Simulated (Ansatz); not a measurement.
Space group P6_3/mmc (No. 194). a = 4.223 Å, b = 4.223 Å, c = 5.542 Å, α = 90.00°, β = 90.00°, γ = 120.00°
```
atom site symmetry x y z
  Te    2c      -6m2  0.3333  0.6667  0.2500
  Pt    2a      -3m.  0.0000  0.0000  0.0000
```

Equation of state of this TePt structure (not necessarily the ground state), with shape and atoms relaxed at each volume where symmetry leaves them free. It has no gap at any of these volumes. Computed with DFT PBEsol, scalar-relativistic, plane waves, PAW (Ansatz 0.2.0).

Cutoff 420 eV; k points 12×12×8 on the computed 4-atom cell (Γ-centred); Gaussian smearing, width 0.10 eV; no spin polarisation.

| V (Å³/atom) | E − E(largest V) (meV/atom) | P (GPa) |
| --- | --- | --- |
| 20.115 | 7.86 | 9.88 |
| 20.756 | -20.58 | 4.50 |
| 21.398 | -29.29 | 0.00 |
| 22.040 | -21.51 | -3.74 |
| 22.682 | 0.00 | -6.89 |

Q: Fit a third-order Birch–Murnaghan equation to E(V).

A: V0 = 21.40 Å³/atom, B0 = 137 GPa, B0' = 5.0.

Spin-orbit coupling is left out, which matters for the bands of heavy elements.